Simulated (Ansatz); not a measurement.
# In (bcc type): how the settings move a single-point run

How sensitive is a single-point run of In (bcc type) to its settings? A reference run comes first, then one run with altered input.

Method: reference: DFT, PBE, all-electron PAW with datasets made for the crystal, scalar-relativistic, in Ansatz 0.2.0.

1 further run of the same task is left out (set aside as unsound or not needed).

**1. The starting structure**

Symmetry: R-3m, No. 166, trigonal system. Conventional cell: a = 5.435 Å, b = 5.435 Å, c = 3.254 Å, α = 90.00°, β = 90.00°, γ = 120.00°. In (site symmetry -3m) is surrounded by 8 In at 3.25 to 3.32 Å.

Structure file:

```xyz
1
Lattice="-1.9358 1.9072 1.9072 1.9072 -1.9358 1.9072 1.9072 1.9072 -1.9358" Properties=species:S:1:pos:R:3 pbc="T T T"
In    0.0000    0.0000    0.0000
```

**2. The reference run**

Contents of input.yaml:

```yaml
crystal:
  lattice:
    - [-1.9357714232, 1.9071639637, 1.9071639637]
    - [1.9071639637, -1.9357714232, 1.9071639637]
    - [1.9071639637, 1.9071639637, -1.9357714232]
  atoms:
    - { symbol: In, position: [0.0, 0.0, 0.0] }
kpoints:
  mp_grid: { grid: [15, 15, 15] }
scf:
  occupations: { method: fermi_dirac, width: 0.05 }
hamiltonian:
  xc: pbe
  pseudopotentials: { kind: all_electron, datasets: crystal }
output:
  forces: true
  stress: true
  eigenvalues: true
  efg: { contact_densities: true }
```

On the command line:

```sh
$ ansatz run input.yaml --threads 1 --pin off --max-ram 2048MiB --backend cpu --events-out ev --progress --plain --runs-dir out
```

**3. A run with other settings**

Changes to input.yaml since step 2:

```diff
@@ -7,2 +7,3 @@
     - { symbol: In, position: [0.0, 0.0, 0.0] }
+  symmetry: { detect: false }
 kpoints:
```

(Steps that only read results are left out.)

Q: Predict the outcome of this session. Wanted: for each run, ending; energy change.

**Answer**, as computed:

```csv
run,ending,energy change,cycles,time
reference,converged,-,8,17 s
1: symmetry.detect false,timeout,-,7,2.2 min
```

Residual by cycle in the longest SCF loop of each run; runs are numbered as in the table. The quantity is the density residual dr2, in eV.

```csv
cycle,reference,run 1
1,0.0726,0.0726
2,0.0315,0.0315
3,0.00202,0.00201
4,3.4e-4,3.4e-4
5,2.0e-5,2.0e-5
6,2.0e-6,2.0e-6
7,2.2e-7,2.2e-7
8,1.7e-8,-
```

What this shows: With the changed use of symmetry the run ends out of time, 7 SCF cycles. 1 of the 1 altered inputs did not end normally.
